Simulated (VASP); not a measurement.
SnO2 (Cassiterite), 6 atoms in the cell. It takes space group P4_2/mnm (No. 136, tetragonal). The conventional cell has a = 4.788 Å, b = 4.788 Å, c = 3.229 Å, α = 90.00°, β = 90.00°, γ = 90.00°. Sn (site symmetry mmm) has 6 O at 2.07 to 2.08 Å as nearest neighbours. Around O (site symmetry m2m) lie 3 Sn at 2.07 to 2.08 Å. 

* Program: VASP 6.6.1
* Task: single point
* Functional: PBE
* Dispersion: D4
* Potentials or basis: VASP PAW PBE potentials, release 64 (Sn_d, O)
* Cutoff: 520 eV
* k mesh: 4 × 4 × 5
* Occupations: gaussian, width 0.01 eV
* Spin: no spin polarisation
* Dipole correction: no
* Further INCAR settings: ALGO = Normal; EDIFF = 1e-07; NBANDS = 35

Potentials or basis: VASP PAW PBE potentials, release 64 (Sn_d, O).

Run with:

```sh
$ cat potpaw_PBE.64/Sn_d/POTCAR potpaw_PBE.64/O/POTCAR > POTCAR
$ mpirun -np 1 vasp_std > vasp.out
```

Hardware: 1 thread of Intel(R) Xeon(R) 6975P-C (Granite Rapids), on a shared host.

How long does it take, and how much memory?

Run time: 19 s on 1 thread of Intel(R) Xeon(R) 6975P-C (Granite Rapids), on a shared host, peak memory 0.19 GiB. Counts: scf iterations 16, k points 18.
